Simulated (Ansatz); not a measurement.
# Li₂Se

Method: PBE, scalar-relativistic; no spin polarisation; PAW, 420 eV, 10×10×10 k-mesh, Gaussian smearing of 0.05 eV; code Ansatz; PAW files: Ansatz's generated set soft_2.

```cif
data_structure
_symmetry_space_group_name_H-M 'P 1'
_symmetry_Int_Tables_number 1
_cell_length_a 4.2472
_cell_length_b 4.2472
_cell_length_c 4.2472
_cell_angle_alpha 60.000
_cell_angle_beta 60.000
_cell_angle_gamma 60.000
_cell_volume 54.17
loop_
_atom_site_label
_atom_site_type_symbol
_atom_site_fract_x
_atom_site_fract_y
_atom_site_fract_z
_atom_site_occupancy
Li1 Li 0.25000 0.25000 0.25000 1
Li2 Li 0.75000 0.75000 0.75000 1
Se1 Se 0.00000 0.00000 0.00000 1
```

The chain of runs began from a cell as deposited in COD, expanded in volume.

Cell and atoms are those of this level's equilibrium.

Path: Γ–X–U | K–Γ–L–W–X, with Γ = (0.000, 0.000, 0.000), X = (0.500, 0.000, 0.500), U = (0.625, 0.250, 0.625), K = (0.375, 0.375, 0.750), L = (0.500, 0.500, 0.500), W = (0.500, 0.250, 0.750) in reciprocal vectors of the calculation's cell.

**Question.** Is it a metal or an insulator, and if it has a gap, where are the band edges on this path?

**Answer.** An insulator with a gap of 2.98 eV on the path, the valence band topping at Γ and the conduction band bottoming at X; the smallest direct gap is 3.38 eV.

Levels between -6 and 6 eV from the Fermi level at the path's named points:
```tsv
point	below E_F (eV)	above E_F (eV)
Γ	-1.49 -1.49 -1.49	1.89 4.14 4.14 4.14
X	-3.77 -2.92 -2.92	1.49 4.68
U and K	-3.57 -3.55 -2.66	2.62 5.75
L	-4.39 -2.02 -2.02	3.61 4.48 4.48
W	-3.39 -3.39 -3.24	3.66 4.89
```

Formal charges Li⁺, Se²⁻ balance and leave closed shells on every ion, so a band insulator is expected, and the gap is 2.98 eV.

Kohn–Sham gaps of semilocal functionals lie under measured ones, often by a third or more.
